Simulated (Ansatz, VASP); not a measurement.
**N in VASP and in Ansatz**

INCAR

```
SYSTEM = N
PREC = Accurate
ENCUT = 520
EDIFF = 1E-6
ISMEAR = 0
SIGMA = 0.1
LREAL = .FALSE.
LASPH = .TRUE.
NELM = 80
ALGO = Normal
ISIF = 2
LWAVE = .FALSE.
LCHARG = .FALSE.
GGA = PE
NBANDS = 8
```

Contents of KPOINTS:

```
Automatic mesh
0
G
  22 22 22
  0 0 0
```

The input POSCAR:

```
N
1.0
    0.0000000000      1.5013520313      1.5013520313
    1.5013520313      0.0000000000      1.5013520313
    1.5013520313      1.5013520313      0.0000000000
N
1
Direct
    0.0000000000      0.0000000000      0.0000000000
```

Input for Ansatz:

```yaml
crystal:
  lattice:
    - [0.0, 1.5013520313, 1.5013520313]
    - [1.5013520313, 0.0, 1.5013520313]
    - [1.5013520313, 1.5013520313, 0.0]
  atoms:
    - { symbol: "N", position: [0.0, 0.0, 0.0] }
basis:
  ecutwfc: 420
kpoints:
  mp_grid: { grid: [22, 22, 22] }
hamiltonian:
  xc: pbe
scf:
  occupations: { method: gaussian, width: 0.1 }
output:
  forces: true
  stress: true
  eigenvalues: true
```

Alike in both runs: task single point; functional PBE; k mesh 22 × 22 × 22; occupations gaussian, width 0.1 eV; no spin polarisation.

|  | VASP | Ansatz |
| --- | --- | --- |
| version | VASP 6.6.1 | Ansatz 0.2.0 |
| potentials or method | VASP PAW PBE potentials, release 64 (N) | scalar-relativistic, plane waves, PAW |
| plane-wave cutoff (eV) | 520 | 420 |
| valence electrons in the cell | 5 | 5 |

Ansatz gave:

```
gap on the k mesh at the Fermi level (eV) : none
pressure (GPa)                            : 26.8
```

Problem. Estimate VASP's values.

Solution. gap on the k mesh at the Fermi level (eV): none; pressure (GPa): 26.6.

A gap of «none» marks a metal or a gap that the smearing closes. With one functional, cell and mesh, what is left measures potentials, basis and numerics.

Caveats: so large a pressure means that the cell lies far from this level's equilibrium, or that cutoff or potentials fall short (VASP).
